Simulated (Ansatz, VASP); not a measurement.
Two plane-wave programs on AlRu

```
Al Ru
1.0
     3.08135    0.00000    0.00000
     0.00000    3.08135    0.00000
     0.00000    0.00000    3.08135
Al Ru
1 1
Direct
  0.00000 0.00000 0.00000
  0.50000 0.50000 0.50000
```

Change from the starting cell: strain +0.030 along x and y, +0.030 along z, atoms carried along.

Alike in both runs: task single point; functional PBE; k mesh 16 × 16 × 16; occupations gaussian, width 0.15 eV; no spin polarisation.

|  | VASP | Ansatz |
| --- | --- | --- |
| version | VASP 6.6.1 | Ansatz 0.2.0 |
| potentials or method | VASP PAW PBE potentials, release 64 (Al, Ru_pv) | scalar-relativistic, plane waves, PAW |
| plane-wave cutoff (eV) | 520 | 420 |
| valence electrons in the cell | 17 | 19 |

```tsv
	VASP	Ansatz	Ansatz less VASP
gap on the k mesh at the Fermi level (eV)	none	none	-
pressure (GPa)	-13.1	-13.1	+0.06
```

A gap of «none» marks a metal or a gap that the smearing closes. The two sets of potentials don't hold the same shells in valence.
